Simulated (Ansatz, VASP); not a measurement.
This is a calculation of GaSb for Ansatz 0.2.0. 

input.yaml

```yaml
crystal:
  lattice:
    - [0.0, 3.059, 3.059]
    - [3.059, 0.0, 3.059]
    - [3.059, 3.059, 0.0]
  atoms:
    - { symbol: Sb, position: [0.75, 0.75, 0.75] }
    - { symbol: Ga, position: [0.0, 0.0, 0.0] }
kpoints:
  mp_grid: { grid: [8, 8, 8] }
scf:
  occupations: { method: gaussian, width: 0.011 }
hamiltonian:
  xc: pbe
  pseudopotentials: { kind: all_electron, lapw: { basis_error: 0.001 } }
output:
  forces: true
  stress: true
  eigenvalues: true
```

Potentials or basis: all-electron LAPW, scalar-relativistic.

The run is started by

```bash
$ ansatz run input.yaml --threads 1 --pin off --max-ram 3072MiB --backend cpu --events-out ev --progress --plain --runs-dir out
```

Set up the same calculation for VASP 6.6.1. Potentials or basis there: PBE PAW files Ga_d, Sb, 520 eV.

As run (cutoffs and basis follow the program's own potentials, and thresholds, step limits or extra output files can differ):

INCAR

```
SYSTEM = GaSb
PREC = Accurate
ENCUT = 520
EDIFF = 1E-6
ISMEAR = 0
SIGMA = 0.011
LREAL = .FALSE.
LASPH = .TRUE.
NELM = 60
ALGO = Normal
ISIF = 2
LWAVE = .FALSE.
LCHARG = .FALSE.
GGA = PE
NBANDS = 16
```

File KPOINTS:

```
regular mesh
0
G
  8 8 8
  0 0 0
```

Contents of POSCAR:

```
GaSb
1.0
    0.0000000000      3.0590000000      3.0590000000
    3.0590000000      0.0000000000      3.0590000000
    3.0590000000      3.0590000000      0.0000000000
Sb Ga
1 1
Direct
    0.7500000000      0.7500000000      0.7500000000
    0.0000000000      0.0000000000      0.0000000000
```

Potentials or basis: VASP PAW PBE potentials, release 64 (Sb, Ga_d).

Launch:

```bash
$ cat potpaw_PBE.64/Sb/POTCAR potpaw_PBE.64/Ga_d/POTCAR > POTCAR
$ mpirun -np 1 vasp_std > vasp.out
```

Both were run:

|  | Ansatz | VASP |
| --- | --- | --- |
| Pressure | 2.3 GPa | 2.4 GPa |

Where Ansatz's input types no cutoff or centring, it takes its own default and a Γ-centred mesh.

Pressure is positive in compression.
